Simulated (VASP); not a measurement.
# BeS: exact exchange and RPA correlation, part 6 of 6

How do cheaper functionals compare with the RPA for BeS, and at what cost? The scan starts from a database cell, scaled to the smallest volume of the series. The cell is of the zinc-blende type, one of the forms listed for this formula. The start is a cell from a database of measured crystal structures.

VASP 6.6.1, plane waves and PAW; the level of theory is named at each step.

So far. Step 31 (Exact exchange, volume ratio 1.06): The Hartree-Fock energy on these orbitals is -7.7936 eV an atom. Step 32 (Empty bands, volume ratio 1.06): WAVECAR now holds 464 bands for 8 electrons.

The database entry behind the starting cell differs from later determinations by our own check (0.1 to 0.3 % short, probably kX units), so it need not match the best structure at ambient conditions.

### 33. RPA correlation, volume ratio 1.06

This step: RPA correlation on PBE orbitals; plane waves and PAW (S_GW, Be_GW) (VASP 6.6.1).

RPA correlation at this point.

INCAR reads:

```
SYSTEM = BeS
PREC = Accurate
ENCUT = 350
ISMEAR = 0
SIGMA = 0.05
LREAL = .FALSE.
GGA = PE
NBANDS = 464
ALGO = ACFDT
ENCUTGW = 200
NOMEGA = 12
PRECFOCK = Fast
LWAVE = .FALSE.
LCHARG = .FALSE.
```

POSCAR reads:

```
BeS
1.0
    0.0000000000      2.4725610944      2.4725610944
    2.4725610944      0.0000000000      2.4725610944
    2.4725610944      2.4725610944      0.0000000000
S Be
1 1
Direct
    0.7500000000      0.7500000000      0.7500000000
    0.0000000000      0.0000000000      0.0000000000
```

KPOINTS reads:

```
Automatic mesh
0
Gamma
4 4 4
0 0 0
```

PAW data sets: S_GW and Be_GW (PBE family, release 64).

Launch:

```bash
$ mpirun -np 8 vasp_std
```

Output:

```text
[banner, memory and clock lines left out]
running    8 mpi-ranks, on    1 nodes
[...]
[... a notice as in an earlier step ...]

 LDA part: xc-table for (Slater+PW92), standard interpolation
 found WAVECAR, reading the header
 POSCAR, INCAR and KPOINTS ok, starting setup
[...]
reading WAVECAR
 the WAVECAR file was read successfully
 initial charge from wavefunction
 available memory per node:    113.95 GB, setting MAXMEM to    116681

 The Fermi energy was updated, please check that it is located mid-gap
 values below the HOMO (VB) or above the LUMO (CB) will cause erroneous energies
 E-fermi :   4.8582

 the WAVEDER file was read successfully
 set NWRITE>2 for more details about minimax calculation
 number of imaginary grid points requested:      12
 number of distinct grids requested:  1
 quadrature errors minimized for energies in [ 0.322E+01, 0.356E+03 ]
 bosonic grid (T=0, re) determined with error: 0.3659E-08
 bosonic grid (re): 0.3659E-08
[...]
NQ=   2    0.2500    0.0000    0.0000,
|.........|.........|.........|.........
 performed       2826000 updates of chi_q(r,r)
 total number of BLAS operations        791.46 Gflops
NQ=   3    0.5000    0.0000    0.0000,
|.........|.........|.........|.........
 performed       4239000 updates of chi_q(r,r)
 total number of BLAS operations       1157.74 Gflops
NQ=   4    0.2500    0.2500    0.0000,
|.........|.........|.........|.........
 performed       5652000 updates of chi_q(r,r)
 total number of BLAS operations       1619.03 Gflops
NQ=   5    0.5000    0.2500    0.0000,
|.........|.........|.........|.........
 performed       7065000 updates of chi_q(r,r)
 total number of BLAS operations       2035.77 Gflops
NQ=   6   -0.2500    0.2500    0.0000,
|.........|.........|.........|.........
 performed       8478000 updates of chi_q(r,r)
 total number of BLAS operations       2470.07 Gflops
NQ=   7    0.5000    0.5000    0.0000,
|.........|.........|.........|.........
 performed       9891000 updates of chi_q(r,r)
 total number of BLAS operations       2878.17 Gflops
NQ=   8   -0.2500    0.5000    0.2500,
|.........|.........|.........|.........
 performed      11304000 updates of chi_q(r,r)
 total number of BLAS operations       3330.37 Gflops
 entering main loop
```

Wall time 15 s (8 MPI ranks of Intel Xeon 6975P-C (Granite Rapids), shared host); peak memory 1.2 GiB.

Parts of OUTCAR (step 33):

```text
      cutoff energy     smooth cutoff   RPA   correlation   Hartree contr. to MP2
---------------------------------------------------------------------------------
            200.000           160.000      -11.5066609679      -17.5692678038
            190.476           152.381      -11.4489787067      -17.5062475393
            181.406           145.125      -11.3863242681      -17.4375290327
            172.768           138.214      -11.3198900331      -17.3643740389
            164.541           131.632      -11.2491174647      -17.2860081518
            156.705           125.364      -11.1727707181      -17.2010478136
            149.243           119.394      -11.0910956859      -17.1096853365
            142.136           113.709      -11.0060472614      -17.0139174912
  linear regression

[... 2 parts as in an earlier step ...]

[... 2 further parts left out ...]
[key lines of the parts left out:]
E-fermi :   4.8582
```

Extrapolated by the program to an infinite response cutoff, the correlation energy is -6.1273 eV an atom, +12 meV against the point before. With exact exchange the total is -13.9208 eV an atom.

### 34. Comparison: r2SCAN, volume ratio 1.06

This step: r2SCAN; plane waves and PAW (S_GW, Be_GW) (VASP 6.6.1).

The comparison at this point.

INCAR reads:

```
SYSTEM = BeS
PREC = Accurate
ENCUT = 350
EDIFF = 1E-06
NELM = 100
ISMEAR = 0
SIGMA = 0.05
LREAL = .FALSE.
ALGO = Normal
METAGGA = R2SCAN
LASPH = .TRUE.
NBANDS = 10
LWAVE = .FALSE.
LCHARG = .FALSE.
KPAR = 8
```

POSCAR is that of step 33.

KPOINTS is that of step 33.

Launch:

```bash
$ mpirun -np 8 vasp_std
```

Output:

```text
[... set-up lines as in an earlier step ...]
 entering main loop
       N       E                     dE             d eps       ncg     rms          rms(c)
DAV:   1     0.557651219477E+01    0.55765E+01   -0.32644E+03   160   0.560E+02
DAV:   2    -0.153447256282E+02   -0.20921E+02   -0.19349E+02   216   0.948E+01
DAV:   3    -0.162148241903E+02   -0.87010E+00   -0.86835E+00   222   0.201E+01
DAV:   4    -0.162288658574E+02   -0.14042E-01   -0.14041E-01   224   0.222E+00
[...]
DAV:  10    -0.146717225797E+02   -0.13295E-04   -0.64754E-05   190   0.610E-02    0.546E-03
DAV:  11    -0.146717252286E+02   -0.26489E-05   -0.50325E-06   238   0.134E-02    0.173E-03
DAV:  12    -0.146717262207E+02   -0.99210E-06   -0.19739E-07   106   0.380E-03
   1 F= -.14671726E+02 E0= -.14671726E+02  d E =-.268994E-11
```

Run time: 3.8 s. Hardware: 8 MPI ranks; peak memory 1 GiB.

OUTCAR, selected parts (step 34):

```text
  Total       -0.6740785     -0.6740785     -0.6740785     -0.0000000      0.0000000     -0.0000000
  in kB      -35.7231667    -35.7231667    -35.7231667     -0.0000000      0.0000000     -0.0000000
  external PRESSURE =     -35.7231667 kB  Pullay stress =       0.0000000 kB

 POSITION                                       TOTAL-FORCE (eV/Angst)
 -----------------------------------------------------------------------------------
      3.70884      3.70884      3.70884        -0.000000     -0.000000      0.000000
      0.00000      0.00000      0.00000         0.000000      0.000000     -0.000000
 -----------------------------------------------------------------------------------
    total drift:                               -0.000001     -0.000001     -0.000001

  FREE ENERGIE OF THE ION-ELECTRON SYSTEM (eV)
  ---------------------------------------------------
  free  energy   TOTEN  =       -14.6717262207 eV

  energy  without entropy=      -14.6717262207  energy(sigma->0) =      -14.67172622

[... 2 parts as in an earlier step ...]

[... 1 further part left out ...]
[key lines of the parts left out:]
E-fermi :   3.2548
```

Its energy is -7.3359 eV an atom, on a zero of its own.

### 35. Orbitals for comparison: HSE06, volume ratio 1.06

This step: PBE; plane waves and PAW (S_GW, Be_GW) (VASP 6.6.1).

Starting orbitals, as before.

INCAR reads:

```
SYSTEM = BeS
PREC = Accurate
ENCUT = 350
EDIFF = 1E-05
NELM = 100
ISMEAR = 0
SIGMA = 0.05
LREAL = .FALSE.
ALGO = Normal
GGA = PE
NBANDS = 10
LORBIT = 11
LWAVE = .TRUE.
LCHARG = .FALSE.
KPAR = 8
```

POSCAR is that of step 34.

KPOINTS is that of step 34.

Launch:

```bash
$ mpirun -np 8 vasp_std
```

Output:

```text
[... set-up lines as in an earlier step ...]
 entering main loop
       N       E                     dE             d eps       ncg     rms          rms(c)
[... 10 cycles as in an earlier step ...]
DAV:  11    -0.989230534452E+01   -0.49018E-05   -0.88294E-06   174   0.187E-02
   1 F= -.98923053E+01 E0= -.98923053E+01  d E =-.324439E-17
 writing wavefunctions
```

Elapsed: 1.2 s, on 8 MPI ranks; peak memory 0.96 GiB; 5.1 s of CPU time.

From OUTCAR (step 35):

```text
  Total       -0.5675162     -0.5675162     -0.5675162     -0.0000000     -0.0000000     -0.0000000
  in kB      -30.0758413    -30.0758413    -30.0758413     -0.0000000     -0.0000000     -0.0000000
  external PRESSURE =     -30.0758413 kB  Pullay stress =       0.0000000 kB

 POSITION                                       TOTAL-FORCE (eV/Angst)
 -----------------------------------------------------------------------------------
      3.70884      3.70884      3.70884         0.000000      0.000000      0.000000
      0.00000      0.00000      0.00000        -0.000000     -0.000000     -0.000000
 -----------------------------------------------------------------------------------
    total drift:                               -0.000000     -0.000000     -0.000000

  FREE ENERGIE OF THE ION-ELECTRON SYSTEM (eV)
  ---------------------------------------------------
  free  energy   TOTEN  =        -9.8923053445 eV

  energy  without entropy=       -9.8923053445  energy(sigma->0) =       -9.89230534

[... 2 parts as in an earlier step ...]

[... 1 further part left out ...]
[key lines of the parts left out:]
E-fermi :   3.5402
```

The run ends at a pressure of -3.01 GPa.

### 36. Comparison: HSE06, volume ratio 1.06

This step: HSE06; plane waves and PAW (S_GW, Be_GW) (VASP 6.6.1).

The comparison at this point.

INCAR reads:

```
SYSTEM = BeS
PREC = Accurate
ENCUT = 350
EDIFF = 1E-06
NELM = 100
ISMEAR = 0
SIGMA = 0.05
LREAL = .FALSE.
ALGO = Normal
LHFCALC = .TRUE.
AEXX = 0.25
GGA = PE
HFSCREEN = 0.2
LASPH = .TRUE.
NBANDS = 10
PRECFOCK = Fast
LWAVE = .FALSE.
LCHARG = .FALSE.
KPAR = 8
```

POSCAR is that of step 35.

KPOINTS is that of step 35.

The WAVECAR or CHGCAR of an earlier step is read.

Launch:

```bash
$ mpirun -np 8 vasp_std
```

Output:

```text
[... set-up lines as in an earlier step ...]
 entering main loop
       N       E                     dE             d eps       ncg     rms          rms(c)
DAV:   1    -0.112702249379E+02   -0.11270E+02   -0.18727E-01   176   0.259E+00    0.189E-01
DAV:   2    -0.112714646981E+02   -0.12398E-02   -0.53513E-03   204   0.528E-01    0.137E-01
DAV:   3    -0.112711910593E+02    0.27364E-03   -0.36962E-04   208   0.132E-01    0.855E-02
DAV:   4    -0.112710899458E+02    0.10111E-03   -0.73876E-05   190   0.514E-02    0.517E-02
DAV:   5    -0.112710562992E+02    0.33647E-04   -0.18715E-05   224   0.275E-02    0.310E-02
DAV:   6    -0.112710448713E+02    0.11428E-04   -0.49197E-06   228   0.153E-02    0.184E-02
DAV:   7    -0.112710409381E+02    0.39332E-05   -0.16508E-06   170   0.902E-03    0.108E-02
DAV:   8    -0.112710395135E+02    0.14246E-05   -0.46425E-07   100   0.534E-03    0.649E-03
DAV:   9    -0.112710390750E+02    0.43853E-06   -0.30419E-07   100   0.397E-03
   1 F= -.11271039E+02 E0= -.11271039E+02  d E =-.804309E-18
```

The job ended after 6 s (8 MPI ranks; peak memory 1.7 GiB).

Parts of OUTCAR (step 36):

```text
 POSITION                                       TOTAL-FORCE (eV/Angst)
 -----------------------------------------------------------------------------------
      3.70884      3.70884      3.70884        -0.000000     -0.000000     -0.000000
      0.00000      0.00000      0.00000         0.000000      0.000000      0.000000
 -----------------------------------------------------------------------------------
    total drift:                                0.000001      0.000000      0.000000

  FREE ENERGIE OF THE ION-ELECTRON SYSTEM (eV)
  ---------------------------------------------------
  free  energy   TOTEN  =       -11.2710390750 eV

  energy  without entropy=      -11.2710390750  energy(sigma->0) =      -11.27103907

[... 2 parts as in an earlier step ...]

[... 1 further part left out ...]
[key lines of the parts left out:]
E-fermi :   2.8632
```

Its energy is -5.6355 eV an atom, on a zero of its own.

### 37. Summary

This step: exact exchange and RPA correlation on PBE orbitals, beside r2SCAN, beside HSE06; plane waves and PAW (VASP 6.6.1).

This step runs nothing: it gathers the runs above.

Numbers from this step:

```
equilibrium volume, EXX+RPA : 14.34 Å³/atom
bulk modulus                : 98.86 GPa
```

The energy above the lowest point by volume; values in meV/atom:

```tsv
volume (Å³/atom)	PBE	EXX	EXX+RPA	r2SCAN	HSE06
13.405	33.0	64.4	20.7	30.7	22.2
13.833	13.1	33.1	5.81	11.3	6.44
14.261	2.45	12.8	0	1.39	0
14.688	0	2.21	2.34	0	1.82
15.116	4.59	0	11.8	5.87	10.6
```

Cost is wall time times ranks on a shared host; the EXX and RPA rows hold the orbitals run too, the hybrid row not its starting run, and runs of a few seconds are mostly start-up. Fits of the equation of state:

```tsv
level	V0 (Å³/atom)	B0 (GPa)	fit error (meV/atom)	minimum inside the series	cost a point (core minutes)
PBE	14.62	92.64	0.009704	yes	0.18
EXX	15.02	100.1	0.005787	yes	0.43
EXX+RPA	14.34	98.86	0.01367	yes	2.32
r2SCAN	14.55	97.37	0.01868	yes	0.48
HSE06	14.37	98.71	0.01953	yes	0.74
```

### 38. What came out

```json
{
 "PBE": "V0 14.62 Å³/atom, B0 92.6 GPa",
 "EXX": "V0 15.02 Å³/atom, B0 100 GPa",
 "EXX+RPA": "V0 14.34 Å³/atom, B0 98.9 GPa",
 "r2SCAN": "V0 14.55 Å³/atom, B0 97.4 GPa",
 "HSE06": "V0 14.37 Å³/atom, B0 98.7 GPa"
}
```

Exact exchange with RPA correlation puts the minimum at 14.34 Å³ an atom, with a bulk modulus of 98.9 GPa. PBE puts the volume 1.9 % above EXX+RPA, at roughly 1/13 of its cost. r2SCAN puts the volume 1.4 % above EXX+RPA, at roughly 1/5 of its cost. HSE06 puts the volume 0.20 % above EXX+RPA, at roughly 1/3 of its cost. Correlation shrinks the exact-exchange volume by 4.5 %. Mesh, ENCUT and response cutoff weren't varied, and the extrapolation in the response cutoff changes with the volume, so small differences in volume between the levels aren't resolved. Exact exchange and correlation are taken on one coarse mesh and aren't self-consistent; the correlation energy is extrapolated in the response cutoff by the program, which at the first volume adds -387 meV an atom to the value at the highest cutoff and varies with the volume; a small fit error says nothing about that part. NBANDS follows the largest plane-wave count of any k point, which rises in steps with the volume. The cheaper functionals share the mesh, and the fits are third-order Birch-Murnaghan curves. Not tabulated here, as repeats of values shown or as unfit to read for their mesh, reference level or band range: eps2 curves (empty bands); eps1 curves and static values (empty bands); gaps (empty bands).

[Lines on the potential files, build, host, timing and source positions are cut from VASP's logs without a mark.]

[Logs are printed without paths, hosts, clocks, repeated set-up lines and the standing remarks that a program may print on its own settings, such as how far it seeks lower states.]

[Hosts, paths, dates, database ids (printed as entryN), source tags and the programs' standing remarks are cut or masked in the printed files.]

[Pressures printed for these runs are not shown converged in the cutoff: they can be off by several GPa and have the wrong sign.]
